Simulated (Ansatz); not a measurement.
How far is PAW off for Li?

```
Li
1.0
     0.00000    2.16683    2.16683
     2.16683    0.00000    2.16683
     2.16683    2.16683    0.00000
Li
1
Direct
  0.00000 0.00000 0.00000
```

Structure from Materials Project entry mp-51 (possibly hypothetical), not relaxed further.

Levels of theory: DFT, LDA, PAW with Ansatz's default frozen-core files, scalar-relativistic (Ansatz 0.2.0); DFT, LDA, all-electron PAW with datasets made for the crystal, scalar-relativistic (Ansatz 0.2.0); DFT, LDA, all-electron LAPW, scalar-relativistic (Ansatz 0.2.0).

For PAW: a Γ-centred 16×16×16 k mesh, Fermi–Dirac smearing of 0.08 eV, cutoff 420 eV, no spin polarisation; the PAW files were made with PBE, and the program remakes their frozen cores for this functional. The crystal-made all-electron datasets (AE datasets) take a cutoff of 100 eV at this cell. LAPW targets a basis error of 0.5 meV/atom. The Ansatz runs share mesh, smearing and spin set-up. Plane-wave (PAW) pressures include the program's estimate of the Pulay term.

Stress and pressure are positive in compression.

Levels count from the Fermi level.

```json
{"quantity": "pressure (GPa)", "PAW": "-0.95", "AE datasets": "-0.94", "LAPW": "-0.94"}
{"quantity": "lowest empty level at K (eV)", "PAW": "2.482", "AE datasets": "2.483", "LAPW": "2.483"}
{"quantity": "lowest empty level at W (eV)", "PAW": "3.456", "AE datasets": "3.457", "LAPW": "3.457"}
{"quantity": "highest filled level at L (eV)", "PAW": "-0.015", "AE datasets": "-0.015", "LAPW": "-0.015"}
{"quantity": "lowest empty level at L (eV)", "PAW": "2.945", "AE datasets": "2.943", "LAPW": "2.943"}
```
